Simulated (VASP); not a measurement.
Write the native input for VASP 6.6.1 that does the following.

```yaml
Task: relaxation of cell and atoms
Functional: rev-vdW-DF2
Potentials_or_basis: VASP PAW PBE potentials, release 64 (Zr_sv, Se)
Cutoff: 600 eV
k_mesh: 9 × 9 × 5
Occupations: gaussian, width 0.03 eV
Spin: no spin polarisation
Further_INCAR_settings: ALGO = Normal; EDIFF = 1e-07; IBRION = 2; EDIFFG = -0.005; NSW = 90; ISIF = 3
```

The structure of ZrSe2 lies in POSCAR:

```
ZrSe2                                   
1.0
    3.7669451872     -0.0000000000     -0.0000000000
   -1.8834725936      3.2622702268      0.0000000000
    0.0000000000     -0.0000000000      6.1463229273
  Zr              Se            
     1     2
Direct
     0.0000000000000000    0.0000000000000000    0.0000000000000000
     0.3333333332999970    0.6666666667000030    0.2594487869970479
     0.6666666667000030    0.3333333332999970    0.7405512130029519
```

The input as run:

INCAR

```
  PREC = Accurate
  ENCUT = 600
  EDIFF = 1E-7
  ISMEAR = 0
  SIGMA = 0.03
  LREAL = F
  LASPH = T
  NELM = 80
  ALGO = Normal
  ISIF = 3
  LWAVE = F
  LCHARG = F
  GGA = MK
  LUSE_VDW = T
  AGGAC = 0.0
  PARAM1 = 0.1234
  PARAM2 = 0.711357
  ZAB_VDW = -1.8867
  IBRION = 2
  NSW = 90
  EDIFFG = -0.005
  KPAR = 2
```

KPOINTS

```
Automatic mesh
0
Gamma
  9 9 5
```

Potentials or basis: VASP PAW PBE potentials, release 64 (Zr_sv, Se).

Command:

```console
$ cat potpaw_PBE.64/Zr_sv/POTCAR potpaw_PBE.64/Se/POTCAR > POTCAR
$ mpirun -np 2 vasp_std > vasp.out
```

It gave:

The relaxed volume is 25.17 Å³/atom, the relaxed cell is a = 3.767 Å, b = 3.767 Å, c = 6.145 Å, α = 90.00°, β = 90.00°, γ = 120.00° and the space group after relaxing (to 0.05 Å) is P-3m1 (No. 164). The energy gained by relaxing is 0.0 meV/atom. The ionic steps are 3, the pressure after relaxing is 0.0 GPa and the band gap on the k mesh is 0.20 eV, indirect (least direct gap 1.00 eV).

Caveat: the PAW data sets were made with another functional, which shifts forces and pressure a little; an odd mesh through Γ misses points on the zone boundary, where band edges often lie.

It took 110 s on 2 MPI ranks on Intel(R) Xeon(R) 6975P-C (Granite Rapids), with other jobs on the host, peak memory 0.5 GiB a rank.
